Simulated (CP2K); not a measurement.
# Ge (Imma) in CP2K: further runs

One crystal, Ge, is run at these levels: PBE, PBE+D3(BJ); tasks: single point.

All numbers are computed with CP2K 2026.2; they aren't measurements. Logs are shortened: lines on timing, memory, paths and dates and some standing lists are left out, and cuts for length are marked.

## 1. Starting point

It takes space group Imma (No. 74, orthorhombic). The conventional cell has a = 4.992 Å, b = 5.302 Å, c = 2.874 Å, α = 90.00°, β = 90.00°, γ = 90.00°. Ge (site symmetry mm2) is surrounded by 6 Ge at 2.68 to 2.87 Å.

This isn't the form of Ge at room conditions, which is diamond.

## 2. Single point, PBE (the cell as VASP's run set it)

Input file ge_scf.inp:

```
&GLOBAL
  PROJECT ge_scf
  RUN_TYPE ENERGY_FORCE
  PRINT_LEVEL LOW
&END GLOBAL
&FORCE_EVAL
  METHOD QS
  STRESS_TENSOR ANALYTICAL
  &DFT
    BASIS_SET_FILE_NAME BASIS_MOLOPT_UZH
    POTENTIAL_FILE_NAME POTENTIAL_UZH
    &MGRID
      CUTOFF 450
      REL_CUTOFF 60
      NGRIDS 5
    &END MGRID
    &QS
      METHOD GPW
      EPS_DEFAULT 1.0E-10
    &END QS
    &KPOINTS
      SCHEME MONKHORST-PACK 11 11 11
      GAMMA_CENTERED T
      SYMMETRY T
      SYMMETRY_BACKEND SPGLIB
    &END KPOINTS
    &SCF
      SCF_GUESS ATOMIC
      EPS_SCF 1.0E-6
      MAX_SCF 100
      ADDED_MOS 10
      CHOLESKY OFF
      EPS_EIGVAL 1.0E-7
      &DIAGONALIZATION ON
        ALGORITHM STANDARD
      &END DIAGONALIZATION
      &MIXING ON
        METHOD BROYDEN_MIXING
        ALPHA 0.4
        BETA 1.5
        NBUFFER 8
      &END MIXING
      &SMEAR ON
        METHOD GAUSSIAN
        SIGMA [eV] 0.05
      &END SMEAR
    &END SCF
    &XC
      &XC_FUNCTIONAL
        &GGA_X_PBE
        &END GGA_X_PBE
        &GGA_C_PBE
        &END GGA_C_PBE
      &END XC_FUNCTIONAL
    &END XC
    &PRINT
      &KPOINTS ON
      &END KPOINTS
      &MULLIKEN ON
      &END MULLIKEN
      &MO ON
        ENERGIES T
        OCCUPATION_NUMBERS T
        &EACH
          QS_SCF 0
        &END EACH
        ADD_LAST NUMERIC
      &END MO
    &END PRINT
  &END DFT
  &SUBSYS
    &CELL
      ABC 3.9142557600 3.9142557601 3.9142557600
      ALPHA_BETA_GAMMA 100.7674165700 94.7444138701 136.9254986300
      PERIODIC XYZ
    &END CELL
    &COORD
      SCALED
      Ge  0.3140570000 0.0640570000 0.2500000000
      Ge  0.6859430000 0.9359430000 0.7500000000
    &END COORD
    &KIND Ge
      BASIS_SET TZVP-MOLOPT-PBE-GTH-q4
      POTENTIAL GTH-PBE-q4
    &END KIND
    &PRINT
      &ATOMIC_COORDINATES ON
      &END ATOMIC_COORDINATES
      &CELL ON
      &END CELL
      &SYMMETRY ON
      &END SYMMETRY
    &END PRINT
  &END SUBSYS
  &PRINT
    &FORCES ON
    &END FORCES
    &STRESS_TENSOR ON
    &END STRESS_TENSOR
  &END PRINT
&END FORCE_EVAL
```

Potentials or basis: POTENTIAL_UZH Ge GTH-PBE-q4; TZVP-MOLOPT-PBE-GTH basis.

On the command line:

```sh
$ OMP_NUM_THREADS=1 cp2k.psmp -i ge_scf.inp -o ge_scf.out
```

ge_scf.out:

```text

 CP2K| version string:                                       CP2K version 2026.2
 CP2K| Input file name                                                ge_scf.inp

 GLOBAL| Force Environment number                                              1
 GLOBAL| Basis set file name                                    BASIS_MOLOPT_UZH
 GLOBAL| Potential file name                                       POTENTIAL_UZH
 GLOBAL| MM Potential file name                                     MM_POTENTIAL
 GLOBAL| Coordinate file name                                      __STD_INPUT__
 GLOBAL| Method name                                                        CP2K
 GLOBAL| Project name                                                     ge_scf
 GLOBAL| Run type                                                   ENERGY_FORCE
 GLOBAL| FFT library                                                       FFTW3
[... 6 lines left out ...]
 GLOBAL| Total number of message passing processes                             1
 GLOBAL| Number of threads for this process                                    1
 GLOBAL| CPU model name                     Intel(R) Xeon(R) Processor @ 2.70GHz

 CELL| Volume [angstrom^3]:                                            38.028996
 CELL| Vector a [angstrom]:       3.914     0.000     0.000   |a| =     3.914256
 CELL| Vector b [angstrom]:      -2.859     2.673     0.000   |b| =     3.914256
 CELL| Vector c [angstrom]:      -0.324    -1.417     3.634   |c| =     3.914256
 CELL| Angle (b,c), alpha [degree]:                                   100.767417
 CELL| Angle (a,c), beta  [degree]:                                    94.744414
 CELL| Angle (a,b), gamma [degree]:                                   136.925499
 CELL| Numerically orthorhombic:                                              NO
 CELL| Periodicity                                                           XYZ

 CELL_REF| Volume [angstrom^3]:                                        38.028996
 CELL_REF| Vector a [angstrom     3.914     0.000     0.000   |a| =     3.914256
 CELL_REF| Vector b [angstrom    -2.859     2.673     0.000   |b| =     3.914256
 CELL_REF| Vector c [angstrom    -0.324    -1.417     3.634   |c| =     3.914256
 CELL_REF| Angle (b,c), alpha [degree]:                               100.767417
 CELL_REF| Angle (a,c), beta  [degree]:                                94.744414
 CELL_REF| Angle (a,b), gamma [degree]:                               136.925499
 CELL_REF| Numerically orthorhombic:                                          NO
 CELL_REF| Periodicity                                                       XYZ
[... 9 lines left out ...]
 TOTAL NUMBERS AND MAXIMUM NUMBERS

  Total number of            - Atomic kinds:                                   1
                             - Atoms:                                          2
                             - Shell sets:                                     2
                             - Shells:                                        14
                             - Primitive Cartesian functions:                  8
                             - Cartesian basis functions:                     36
                             - Spherical basis functions:                     34

  Maximum angular momentum of the orbital basis functions:                     2

 MODULE QUICKSTEP: ATOMIC COORDINATES IN ANGSTROM

   Atom Kind Element         X             Y             Z       Z(eff)     Mass
      1    1 Ge   32      0.965208     -0.183019      0.908591   4.0000  72.6400
      2    1 Ge   32     -0.233936      1.439221      2.725772   4.0000  72.6400

 Crystal Symmetry Information
       International Symbol:                                                Imma
       Point Group Symbol:                                                   mmm
       Schoenflies Symbol:                                                D2h^28
       Number of Symmetry Operations:                                          8

 SCF PARAMETERS         Density guess:                                    ATOMIC
[... 9 lines left out ...]
                        --------------------------------------------------------
                        level_shift [a.u.]:                             0.000000
                        added MOs                                        10    0
                        --------------------------------------------------------
                        Mixing method:                            BROYDEN_MIXING
                                                charge density mixing in g-space
                        --------------------------------------------------------
                        Smear method:                                   GAUSSIAN
                        Smearing width (sigma) [a.u.]:                  1.84E-03
                        Accuracy threshold:                             1.00E-10
[... 15 lines left out ...]
 BRILLOUIN| Number           Weight            X              Y              Z
 BRILLOUIN|     1           0.00601       -0.45455       -0.45455       -0.45455
 BRILLOUIN|     2           0.00601       -0.45455       -0.45455       -0.36364
 BRILLOUIN|     3           0.00601       -0.45455       -0.45455       -0.27273
 BRILLOUIN|     4           0.00601       -0.45455       -0.45455       -0.18182
 BRILLOUIN|     5           0.00601       -0.45455       -0.45455       -0.09091
 BRILLOUIN|     6           0.00150       -0.45455       -0.45455        0.45455
[... 32 lines left out ...]
 BRILLOUIN|    39           0.00301       -0.45455       -0.18182        0.45455
 BRILLOUIN|    40           0.00601       -0.45455       -0.09091       -0.45455
 [... further k-points ...]
 *******************************************************************************

 Extrapolation method: initial_guess

 Number of electrons:                                                          8
 Number of occupied orbitals:                                                  4
 Number of molecular orbitals:                                                14

 Number of orbital functions:                                                 34
 Number of independent orbital functions:                                     34

 SCF WAVEFUNCTION OPTIMIZATION

  Step     Update method      Time    Convergence         Total energy    Change
  ------------------------------------------------------------------------------
     1 NoMix/Diag. 0.40E+00    6.7     0.59224872        -8.0485014806 -8.05E+00
     2 Broy./Diag. 0.40E+00    5.5     0.00137429        -8.0125320891  3.60E-02
     3 Broy./Diag. 0.40E+00    5.7     0.00540287        -7.8728947215  1.40E-01
     4 Broy./Diag. 0.40E+00    5.6     0.00156994        -7.8554713230  1.74E-02
     5 Broy./Diag. 0.40E+00    4.2     0.00156295        -7.8471466801  8.32E-03
     6 Broy./Diag. 0.40E+00    5.3     0.00012092        -7.8456990078  1.45E-03
     7 Broy./Diag. 0.40E+00    5.4     0.00005720        -7.8453500023  3.49E-04
     8 Broy./Diag. 0.40E+00    5.1     0.00002276        -7.8453095094  4.05E-05
     9 Broy./Diag. 0.40E+00    7.0     0.00000466        -7.8453133130 -3.80E-06
    10 Broy./Diag. 0.40E+00    6.5     0.00000132        -7.8453161024 -2.79E-06
    11 Broy./Diag. 0.40E+00    5.9     0.00000009        -7.8453166971 -5.95E-07

  *** SCF run converged in    11 steps ***

  Electronic density on regular grids:         -8.0000000000        0.0000000000
  Core density on regular grids:                7.9999999973       -0.0000000027
  Total charge density on r-space grids:       -0.0000000027
  Total charge density g-space grids:          -0.0000000027

  Overlap energy of the core charge distribution:               0.00000000035780
  Self energy of the core charge distribution:                -16.70301879784742
  Core Hamiltonian energy:                                      3.81623944523351
  Hartree energy:                                               7.36313246285189
  Exchange-correlation energy:                                 -2.32162998799744
  Smearing free energy correction:                             -0.00003981971022
  Fermi energy:                                                 0.22311445207228

  Total energy:                                                -7.84531669714910
  Total energy (extrapolated to sigma->0):                     -7.84529678729399

 MO| EIGENVALUES AND OCCUPATION NUMBERS FOR K POINT 1
 MO|
 MO|  Index      Eigenvalue [a.u.]        Eigenvalue [eV]             Occupation
 MO|      1              -0.115519              -3.143445               2.000000
 MO|      2              -0.087918              -2.392379               2.000000
 MO|      3               0.026122               0.710823               2.000000
 MO|      4               0.039729               1.081094               2.000000
 MO|      5               0.318586               8.669169               0.000000
 MO|      6               0.534895              14.555230               0.000000
 MO|      7               0.603479              16.421500               0.000000
 MO|      8               0.605321              16.471634               0.000000
 MO|      9               0.675304              18.375955               0.000000
 MO|     10               0.807024              21.960248               0.000000
 MO|     11               0.832455              22.652244               0.000000
 MO|     12               0.877142              23.868236               0.000000
 MO|     13               0.882929              24.025722               0.000000
[... 259 lines left out ...]
 MO|      4               0.114106               3.104996               2.000000
 MO|      5               0.241379               6.568245               0.000000
 MO|      6               0.431010              11.728375               0.000000
 MO|      7               0.501392              13.643584               0.000000
 MO|      8               0.547033              14.885532               0.000000
 MO|      9               0.716207              19.488974               0.000000
 MO|     10               0.729706              19.856300               0.000000
 MO|     11               0.790932              21.522343               0.000000
 MO|     12               0.821902              22.365092               0.000000
 MO|     13               0.911500              24.803176               0.000000
 MO|     14               0.928488              25.265457               0.000000
 MO| Sum:                                                               8.000000
 MO| E(Fermi):            0.223114 a.u.          6.071253 eV
 MO| Band gap:            0.127272 a.u.          3.463250 eV

 [... the levels of further k-points ...]

 !-----------------------------------------------------------------------------!
                     Mulliken Population Analysis

 #  Atom  Element  Kind  Atomic population                           Net charge
       1     Ge       1          3.999996                              0.000004
       2     Ge       1          4.000004                             -0.000004
 # Total charge                              8.000000                  0.000000

 !-----------------------------------------------------------------------------!

 ENERGY| Total FORCE_EVAL ( QS ) energy [hartree]             -7.845317168841739

 FORCES| Atomic forces [hartree/bohr]
 FORCES|   Atom     x               y               z               |f|
 FORCES|      1  3.66095897E-04  9.27909689E-04 -3.50783605E-08   9.97518219E-04
 FORCES|      2 -3.66095897E-04 -9.27909689E-04  3.50782258E-08   9.97518220E-04
 FORCES| Sum    -6.68631817E-14 -4.08284517E-13 -1.34638697E-13
 FORCES| Total atomic force                                       4.35079890E-13

 STRESS| Analytical stress tensor [bar]
 STRESS|                        x                   y                   z
 STRESS|      x        2.16036845733E+04  -7.86724069189E+02  -1.29465570942E+04
 STRESS|      y       -7.86724069189E+02   1.99210224905E+04   5.10986820968E+03
 STRESS|      z       -1.29465570942E+04   5.10986820968E+03   2.35933644566E+04
 STRESS| 1/3 Trace                                             2.17060238401E+04
 STRESS| Determinant                                           6.34018837527E+12

 STRESS| Eigenvectors and eigenvalues of the analytical stress tensor [bar]
 STRESS|                        1                   2                   3
 STRESS| Eigenvalues   8.81000769192E+03   1.96104973425E+04   3.66975664859E+04
 STRESS|      x           0.677242642714      0.367127625928     -0.637620348773
 STRESS|      y          -0.267297973213      0.930170579127      0.251663440416
 STRESS|      z           0.685488290495     -0.000002586555      0.728083651504
```

It took 72 s on 1 thread of Intel Xeon at 2.70GHz, shared host; peak memory 0.33 GiB.

What came out:

```yaml
Free_energy: -213.4819 eV
Pressure: 2.2 GPa
Largest_force: 0.051 eV/Å
Band_gap_on_the_k_mesh: none (metal or under the smearing width)
```

Forces on the atoms (eV/Å):
```
Ge   0.019  0.048  0.000
Ge  -0.019 -0.048  0.000
```

Stress tensor (GPa, compression positive):
```
 2.16 -0.08 -1.29
-0.08  1.99  0.51
-1.29  0.51  2.36
```

Levels at points of the mesh, in eV from the Fermi level:
```csv
k point,band 2,band 3,band 4,band 5,band 6,band 7
"(0.00, 0.00, 0.00)",-3.88,-2.35,-1.90,4.76,7.20,7.35
```

Caveat: the basis of atomic orbitals isn't converged, which shifts pressures, moduli and gaps.

## 3. Single point, PBE

Changes to ge_scf.inp since step 2:

```diff
@@ -72,4 +72,4 @@
     &CELL
-      ABC 3.9142557600 3.9142557601 3.9142557600
-      ALPHA_BETA_GAMMA 100.7674165700 94.7444138701 136.9254986300
+      ABC 3.9142557597 3.9142557596 3.9142557596
+      ALPHA_BETA_GAMMA 100.7674165720 94.7444138736 136.9254986302
       PERIODIC XYZ
```

Potentials or basis: POTENTIAL_UZH Ge GTH-PBE-q4; TZVP-MOLOPT-PBE-GTH basis.

On the command line:

```sh
$ OMP_NUM_THREADS=1 cp2k.psmp -i ge_scf.inp -o ge_scf.out
```

Run time: 72 s. Hardware: 1 thread of Intel Xeon at 2.70GHz, shared host; peak memory 0.33 GiB.

The run converged. Its results:

- Free energy: -213.4819 eV
- Pressure: 2.2 GPa
- Largest force: 0.051 eV/Å
- Band gap on the k mesh: none (metal or under the smearing width)

Forces on the atoms (eV/Å):
```
Ge   0.019  0.048  0.000
Ge  -0.019 -0.048  0.000
```

Stress tensor (GPa, compression positive):
```
 2.16 -0.08 -1.29
-0.08  1.99  0.51
-1.29  0.51  2.36
```

Levels at points of the mesh, in eV from the Fermi level:
| k point | band 1 | band 2 | band 3 | band 4 | band 5 | band 6 | band 7 | band 8 |
| --- | --- | --- | --- | --- | --- | --- | --- | --- |
| (0.00, 0.00, 0.00) | -13.13 | -3.88 | -2.35 | -1.90 | 4.76 | 7.20 | 7.35 | 8.09 |

Caveat: the basis of atomic orbitals isn't converged, which shifts pressures, moduli and gaps.

## 4. Single point, PBE

Changes to ge_scf.inp since step 3:

```diff
@@ -14,3 +14,3 @@
       REL_CUTOFF 60
-      NGRIDS 5
+      NGRIDS 4
     &END MGRID
@@ -44,3 +44,3 @@
         METHOD GAUSSIAN
-        SIGMA [eV] 0.05
+        SIGMA [eV] 0.02
       &END SMEAR
@@ -68,2 +68,11 @@
       &END MO
+      &E_DENSITY_CUBE ON
+        STRIDE 1
+      &END E_DENSITY_CUBE
+      &V_HARTREE_CUBE ON
+        STRIDE 1
+      &END V_HARTREE_CUBE
+      &ELF_CUBE ON
+        STRIDE 1
+      &END ELF_CUBE
     &END PRINT
@@ -72,4 +81,5 @@
     &CELL
-      ABC 3.9142557597 3.9142557596 3.9142557596
-      ALPHA_BETA_GAMMA 100.7674165720 94.7444138736 136.9254986302
+      A 3.9142557597 0.0000000000 0.0000000000
+      B -2.8592318636 2.6732361104 0.0000000000
+      C -0.3237521869 -1.4170342280 3.6343633101
       PERIODIC XYZ
```

On the command line:

```sh
$ OMP_NUM_THREADS=1 cp2k.psmp -i ge_scf.inp -o ge_scf.out
```

It took 65 s on 1 thread of Intel Xeon at 2.70GHz, shared host; peak memory 0.33 GiB.

Results (log left out):

- Free energy: -213.4814 eV
- Pressure: 2.2 GPa
- Largest force: 0.051 eV/Å
- Band gap on the k mesh: none (metal or under the smearing width)

Forces on the atoms (eV/Å):
```
Ge   0.019  0.048  0.000
Ge  -0.019 -0.048  0.000
```

Stress tensor (GPa, compression positive):
```
 2.12 -0.02 -1.44
-0.02  2.08  0.57
-1.44  0.57  2.31
```

Levels at points of the mesh, in eV from the Fermi level:
| k point | band 2 | band 3 | band 4 | band 5 | band 6 | band 7 |
| --- | --- | --- | --- | --- | --- | --- |
| (0.00, 0.00, 0.00) | -3.88 | -2.35 | -1.90 | 4.76 | 7.20 | 7.35 |

Caveat: the basis of atomic orbitals isn't converged, which shifts pressures, moduli and gaps.

(Part 1 of 2 ends here.)
